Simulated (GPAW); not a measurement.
# GaAs (F-43m) in GPAW: further runs, part 2 of 4

GPAW 26.7.0. The steps go on from the part before.

### Step 4. Wannier functions, revPBE

The input, run.py:

```python
import json
import numpy as np
import spglib
from ase import Atoms
from ase.dft.bandgap import bandgap
from ase.dft.wannier import Wannier
from ase.io import read, write
from ase.units import GPa
from gpaw import GPAW, PW

atoms = read('GaAs.cif')
cell, positions, numbers = spglib.find_primitive(
    (atoms.cell[:], atoms.get_scaled_positions(), atoms.numbers), symprec=1e-4)
atoms = Atoms(numbers, cell=cell, scaled_positions=positions, pbc=True)

calc = GPAW(mode=PW(600),
            xc='revPBE',
            kpts={'size': (8, 8, 8), 'gamma': True},
            occupations={'name': 'fermi-dirac', 'width': 0.05},
            nbands=11,
            convergence={'density': 1e-05, 'energy': 1e-05},
            mixer={'backend': 'pulay', 'beta': 0.02, 'nmaxold': 8, 'weight': 100.0},
            maxiter=100,
            txt='gpaw.txt')
atoms.calc = calc
energy = atoms.get_potential_energy()
forces = atoms.get_forces()
stress = atoms.get_stress()
calc.write('gs.gpw')
write('result.traj', atoms)
print(f'Energy: {energy:.6f} eV')
print('Forces (eV/A):')
print(forces.round(4))
print('Stress (GPa):', (stress / GPa).round(3))
print('Fermi level:', round(calc.get_fermi_level(), 4), 'eV')
print(f'Gap: {bandgap(calc)[0]:.4f} eV, direct: {bandgap(calc, direct=True)[0]:.4f} eV')

nocc = int(round(calc.get_number_of_electrons() / 2))
full = calc.fixed_density(kpts={'size': (4, 4, 4), 'gamma': True}, symmetry='off', nbands=nocc + 6,
                          convergence={'bands': nocc}, txt='full.txt')
wan, values = None, []
for seed in range(6):  # several starts, since the search can end in a local maximum
    trial = Wannier(nwannier=nocc, calc=full, nbands=nocc, functional='var',
                    initialwannier='orbitals' if seed == 0 else 'random', rng=np.random.RandomState(seed))
    trial.localize(tolerance=1e-6)
    values.append(trial.get_functional_value())
    print(f'start {seed}: functional {values[-1]:.5f}', flush=True)
    if values[-1] == max(values):
        wan = trial
wan.localize(step=0.1, tolerance=1e-8)
wan.translate_all_to_cell((0, 0, 0))
centres, spreads = wan.get_centers(), wan.get_spreads()
for x, s in zip(centres, spreads):
    d = np.linalg.norm(atoms.repeat(3).positions - atoms.cell.sum(0) - x, axis=1)
    print(x.round(4), f'spread {s:.4f} A^2, nearest {atoms[d.argmin() % len(atoms)].symbol} at {d.min():.3f} A')
onsite = wan.get_hopping((0, 0, 0)).diagonal().real
print('On-site energies:', onsite.round(4))
json.dump({'centres': centres.tolist(), 'spreads': spreads.tolist(), 'onsite': onsite.tolist(), 'values': values},
          open('wannier.json', 'w'))
```

The input, GaAs.cif:

```cif
data_GaAs
_cell_length_a 5.65370000
_cell_length_b 5.65370000
_cell_length_c 5.65370000
_cell_angle_alpha 90.00000000
_cell_angle_beta 90.00000000
_cell_angle_gamma 90.00000000
_space_group_name_H-M_alt 'F-43m'
_space_group_name_Hall 'F -4 2 3'
_space_group_IT_number 216
loop_
_space_group_symop_operation_xyz
'x,y,z'
'y,-x,-z'
'-x,-y,z'
'-y,x,-z'
'x,-y,-z'
'y,x,z'
'-x,y,-z'
'-y,-x,z'
'z,x,y'
'-z,y,-x'
'z,-x,-y'
'-z,-y,x'
'-z,x,-y'
'z,y,x'
'-z,-x,y'
'z,-y,-x'
'y,z,x'
'-x,-z,y'
'-y,z,-x'
'x,-z,-y'
'-y,-z,x'
'x,z,y'
'y,-z,-x'
'-x,z,-y'
'x,y+1/2,z+1/2'
'y,-x+1/2,-z+1/2'
'-x,-y+1/2,z+1/2'
'-y,x+1/2,-z+1/2'
'x,-y+1/2,-z+1/2'
'y,x+1/2,z+1/2'
'-x,y+1/2,-z+1/2'
'-y,-x+1/2,z+1/2'
'z,x+1/2,y+1/2'
'-z,y+1/2,-x+1/2'
'z,-x+1/2,-y+1/2'
'-z,-y+1/2,x+1/2'
'-z,x+1/2,-y+1/2'
'z,y+1/2,x+1/2'
'-z,-x+1/2,y+1/2'
'z,-y+1/2,-x+1/2'
'y,z+1/2,x+1/2'
'-x,-z+1/2,y+1/2'
'-y,z+1/2,-x+1/2'
'x,-z+1/2,-y+1/2'
'-y,-z+1/2,x+1/2'
'x,z+1/2,y+1/2'
'y,-z+1/2,-x+1/2'
'-x,z+1/2,-y+1/2'
'x+1/2,y,z+1/2'
'y+1/2,-x,-z+1/2'
'-x+1/2,-y,z+1/2'
'-y+1/2,x,-z+1/2'
'x+1/2,-y,-z+1/2'
'y+1/2,x,z+1/2'
'-x+1/2,y,-z+1/2'
'-y+1/2,-x,z+1/2'
'z+1/2,x,y+1/2'
'-z+1/2,y,-x+1/2'
'z+1/2,-x,-y+1/2'
'-z+1/2,-y,x+1/2'
'-z+1/2,x,-y+1/2'
'z+1/2,y,x+1/2'
'-z+1/2,-x,y+1/2'
'z+1/2,-y,-x+1/2'
'y+1/2,z,x+1/2'
'-x+1/2,-z,y+1/2'
'-y+1/2,z,-x+1/2'
'x+1/2,-z,-y+1/2'
'-y+1/2,-z,x+1/2'
'x+1/2,z,y+1/2'
'y+1/2,-z,-x+1/2'
'-x+1/2,z,-y+1/2'
'x+1/2,y+1/2,z'
'y+1/2,-x+1/2,-z'
'-x+1/2,-y+1/2,z'
'-y+1/2,x+1/2,-z'
'x+1/2,-y+1/2,-z'
'y+1/2,x+1/2,z'
'-x+1/2,y+1/2,-z'
'-y+1/2,-x+1/2,z'
'z+1/2,x+1/2,y'
'-z+1/2,y+1/2,-x'
'z+1/2,-x+1/2,-y'
'-z+1/2,-y+1/2,x'
'-z+1/2,x+1/2,-y'
'z+1/2,y+1/2,x'
'-z+1/2,-x+1/2,y'
'z+1/2,-y+1/2,-x'
'y+1/2,z+1/2,x'
'-x+1/2,-z+1/2,y'
'-y+1/2,z+1/2,-x'
'x+1/2,-z+1/2,-y'
'-y+1/2,-z+1/2,x'
'x+1/2,z+1/2,y'
'y+1/2,-z+1/2,-x'
'-x+1/2,z+1/2,-y'
loop_
_atom_site_label
_atom_site_type_symbol
_atom_site_symmetry_multiplicity
_atom_site_Wyckoff_symbol
_atom_site_fract_x
_atom_site_fract_y
_atom_site_fract_z
_atom_site_occupancy
As1 As 4 c 0.2500000000 0.2500000000 0.2500000000 1
Ga1 Ga 4 a 0.0000000000 0.0000000000 0.0000000000 1
```

Potentials or basis: the program's PAW data sets (release 1.2.1) made for this functional, pw.

The run is started by

```sh
$ OMP_NUM_THREADS=1 python run.py
```

gpaw.txt:

```text
__  _  _
 | _ |_)|_||  |
 |__||  | ||/\| - 26.7.0

Input parameters:
  mode=PW(ecut=600.0),
  convergence={'density': 1e-05, 'energy': 1e-05},
  kpts=MonkhorstPack(size=(8, 8, 8), gamma=True),
  maxiter=100,
  mixer=Pulay(name='pulay', nmaxold=8, beta=0.02, weight=100.0, sigma=0.015, g_ss=None),
  nbands=11,
  occupations=Occupations(name='fermi-dirac', width=0.05),
  xc=XC(name='revPBE')

Diagonalizing LCAO Hamiltonian
Converting LCAO to pw mode

           As

       Ga

Atoms  # Å, Bohr magnetons
|   | symbol |        x |        y |        z |    initial magnetic moments |
|---|--------|----------|----------|----------|-----------------------------|
| 0 |     As | 1.413425 | 1.413425 | 1.413425 | ( 0.0000,  0.0000,  0.0000) |
| 1 |     Ga | 0.000000 | 0.000000 | 0.000000 | ( 0.0000,  0.0000,  0.0000) |

Unit cell  # Å
| periodic |        x |        y |        z |  lengths |    angles |
|----------|----------|----------|----------|----------|-----------|
|      yes | 0.000000 | 2.826850 | 2.826850 | 3.997770 | 60.000000 |
|      yes | 2.826850 | 0.000000 | 2.826850 | 3.997770 | 60.000000 |
|      yes | 2.826850 | 2.826850 | 0.000000 | 3.997770 | 60.000000 |

Number of symmetries: 24
Symmetry operations  # r_c * U_cc + t_c -> r_c
|    | kind |            matrix            |
|----|------|------------------------------|
|  0 |  E   |  1, 0, 0,  0, 1, 0,  0, 0, 1 |
|  1 |  σ   |  1, 0, 0,  0, 0, 1,  0, 1, 0 |
|  2 |  σ   |  1, 0,-1,  0, 1,-1,  0, 0,-1 |
|  3 |  C3  |  1, 0,-1,  0, 0,-1,  0, 1,-1 |
|  4 |  C3  |  1,-1, 0,  0,-1, 1,  0,-1, 0 |
|  5 |  σ   |  1,-1, 0,  0,-1, 0,  0,-1, 1 |
|  6 |  σ   |  0, 1, 0,  1, 0, 0,  0, 0, 1 |
|  7 |  C3  |  0, 1, 0,  0, 0, 1,  1, 0, 0 |
|  8 |  C2  |  0, 1,-1,  1, 0,-1,  0, 0,-1 |
|  9 |  S4  |  0, 1,-1,  0, 0,-1,  1, 0,-1 |
| 10 |  C3  |  0, 0, 1,  1, 0, 0,  0, 1, 0 |
| 11 |  σ   |  0, 0, 1,  0, 1, 0,  1, 0, 0 |
| 12 |  S4  |  0, 0,-1,  1, 0,-1,  0, 1,-1 |
| 13 |  C3  |  0, 0,-1,  0, 1,-1,  1, 0,-1 |
| 14 |  S4  |  0,-1, 1,  1,-1, 0,  0,-1, 0 |
| 15 |  C2  |  0,-1, 1,  0,-1, 0,  1,-1, 0 |
| 16 |  C3  |  0,-1, 0,  1,-1, 0,  0,-1, 1 |
| 17 |  S4  |  0,-1, 0,  0,-1, 1,  1,-1, 0 |
| 18 |  S4  | -1, 1, 0, -1, 0, 1, -1, 0, 0 |
| 19 |  C3  | -1, 1, 0, -1, 0, 0, -1, 0, 1 |
| 20 |  C3  | -1, 0, 1, -1, 1, 0, -1, 0, 0 |
| 21 |  S4  | -1, 0, 1, -1, 0, 0, -1, 1, 0 |
| 22 |  σ   | -1, 0, 0, -1, 1, 0, -1, 0, 1 |
| 23 |  C2  | -1, 0, 0, -1, 0, 1, -1, 1, 0 |

BZ-sampling:
  Number of BZ points: 512
  Number of IBZ points: 29

  Monkhorst-Pack size: [8, 8, 8]
  Monkhorst-Pack shift: [0.0625, 0.0625, 0.0625]

K-points  # in reciprocal-cell coordinates
|     |                                coordinates |     weight |
[... 81 lines left out ...]
    |    p |        |      24.682 |    1.164 |
    |    d |        |       0.000 |    1.164 |

    Using partial waves for Ga as LCAO basis

Reference energy: -114396.396665  # eV

eigensolver:
  PPCG
  Converge bands: occupied
  niter=2

density mixing:
  Pulay-Mixer
  Linear mixing parameters: 0.02
  Old densities: 8
  Fourier metric: weight=100.0, sigma=0.015

occupation numbers:
  Fermi-Dirac:
    width: 0.0500  # eV

poisson solver:
  ecut: 4800.0  # eV

xc functional:
  name: revPBE with 2 nearest neighbor stencil

convergence criteria:
- Maximum integral of absolute [dens]ity change: 1e-05 electrons / valence electron
- Maximum [total energy] change in last 3 cyles: 1e-05 eV / valence electron
- Maximum integral of absolute [eigenst]ate change: 4e-08 eV^2 / valence electron
maximum number of iterations: 100

SCF iterations
|iter     | |      energy | eigst |  dens |
|---------|-|-------------|-------|-------|
|iter:   1| |   -7.698106 | -0.65 |       |
|iter:   2| |   -7.692413 | -3.03 | -0.89 |
|iter:   3| |   -7.628833 | -2.02 | -0.91 |
|iter:   4| |   -7.628793 | -3.92 | -1.34 |
|iter:   5| |   -7.631456 | -3.13 | -1.35 |
|iter:   6| |   -7.631264 | -4.94 | -2.33 |
|iter:   7| |   -7.631300 | -5.25 | -2.40 |
|iter:   8| |   -7.631335c| -5.99 | -2.76 |
|iter:   9| |   -7.631332c| -7.47c| -3.13 |
|iter:  10| |   -7.631361c| -6.16 | -3.11 |
|iter:  11| |   -7.631361c| -7.46c| -4.36 |
|iter:  12| |   -7.631361c| -7.66c| -4.40 |
|iter:  13| |   -7.631361c| -8.69c| -4.61 |
|iter:  14| |   -7.631361c| -9.55c| -5.53c|

Converged in 14 steps
Energy contributions relative to reference atoms: (reference = -114396.396665)

Energy contributions:
  Kinetic:          27.118405
  Coulomb:         -23.930430
  Zero:              0.013697
  External:          0.000000
  Xc:              -10.833030
  Entropy:          -0.000006
  Spinorbit:         0.000000
  ----------------------------
  Free energy:      -7.631364
  Extrapolated:     -7.631361

dipole moment: (-17.862766, -17.862766, -17.862766)  # |e|*Ang

Fermi level: 5.366
Eigenvalues  # (at kpt = [0.000, 0.000, 0.000])
| band index |      eig [eV] | occ [0-2] |
|------------|---------------|-----------|
|          0 |        -7.670 |     2.000 |
|          1 |         4.999 |     1.999 |
|          2 |         4.999 |     1.999 |
|          3 |         4.999 |     1.999 |
|          4 |         5.675 |     0.004 |
|          5 |         8.792 |     0.000 |
|          6 |         8.792 |     0.000 |
|          7 |         8.792 |     0.000 |
|          8 |        12.810 |     0.000 |
|          9 |        15.064 |     0.000 |
|         10 |        15.064 |     0.000 |

Gap: 0.676 eV
Transition (v -> c):
  (s=0, k=0, n=3, [0.00, 0.00, 0.00]) -> (s=0, k=0, n=4, [0.00, 0.00, 0.00])
No difference between direct/indirect transitions

Forces  # eV/Ang
|       x |        y |        z |
|---------|----------|----------|
| 0.00000 | -0.00000 | -0.00000 |  # As   0
| 0.00000 | -0.00000 |  0.00000 |  # Ga   1

Stress tensor  # eV/Ang^3
|         x |         y |         z |
|-----------|-----------|-----------|
| -0.036036 |  0.000000 |  0.000000 |
|  0.000000 | -0.036036 |  0.000000 |
|  0.000000 |  0.000000 | -0.036036 |

# Writing to gs.gpw (mode='')
```

It took 65 s on 1 thread of Arm Neoverse V2, shared host; peak memory 0.2 GiB.

What came out:

```
Free energy            : -7.6314 eV
Pressure               : 5.8 GPa
Band gap on the k mesh : 0.68 eV, direct
Total Wannier spread   : 7.45 Å² over 4 functions
```

Wannier centres (Å) and spreads (Å²):
```csv
function,x,y,z,spread
1,0.873,0.873,0.873,1.864
2,1.968,1.968,0.873,1.864
3,1.968,0.873,1.968,1.864
4,0.873,1.968,1.968,1.864
```

[end of part 2 of 4]
